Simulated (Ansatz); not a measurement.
**Se: stiffness from a series of strains**

```xyz
3
Lattice="4.3662 0.0000 0.0000 -2.1831 3.7812 0.0000 0.0000 0.0000 4.9536" Properties=species:S:1:pos:R:3 pbc="T T T"
Se    0.9841    0.0000    1.6512
Se   -0.4921    0.8523    3.3024
Se    1.6910    2.9289    0.0000
```

Atoms are numbered in the order listed.

The cell is COD entry 9012501, as deposited and not checked against the literature; nothing was relaxed.

These are results of DFT, PBE, all-electron LAPW, scalar-relativistic in Ansatz 0.2.0, not measurements.

Numerical set-up: a Γ-centred 6×6×5 k mesh, Fermi–Dirac smearing of 0.03 eV, basis error target 1 meV/atom, no spin polarisation.

The strain is applied along the Cartesian axes of the cell as listed (the other components stay zero). Fractional coordinates are held (clamped ions).

σ is the change of stress from the unstrained cell, which is at 2.77 GPa; tension is positive, so slopes are stress–strain coefficients at that pressure.

Only quantities that a quadratic follows smoothly over the whole series are listed; rougher ones are left out.

```tsv
εxx = εyy	σzz (GPa)	σxx (GPa)
-0.0300	-4.22	-3.07
-0.0100	-1.27	-0.95
0.0000	0.00	0.00
0.0100	1.15	0.88
0.0200	2.20	1.71
0.0300	3.14	2.47
```

(1) Fit the series and read off the stiffness at zero strain.

(2) One run, at εxx = εyy = -0.0200, is withheld. Predict its row.

Results:

(1) Least-squares fits y = p0 + p1 x + p2 x² to the rows give σzz (GPa): p1 = 122, p2 = -600; σxx (GPa): p1 = 92.2, p2 = -330. So C13 + C23 = 122 GPa and C11 + C12 = 92 GPa, for these axes.

(2) The fits give -2.69, -1.98; the run gave -2.67, -1.97.
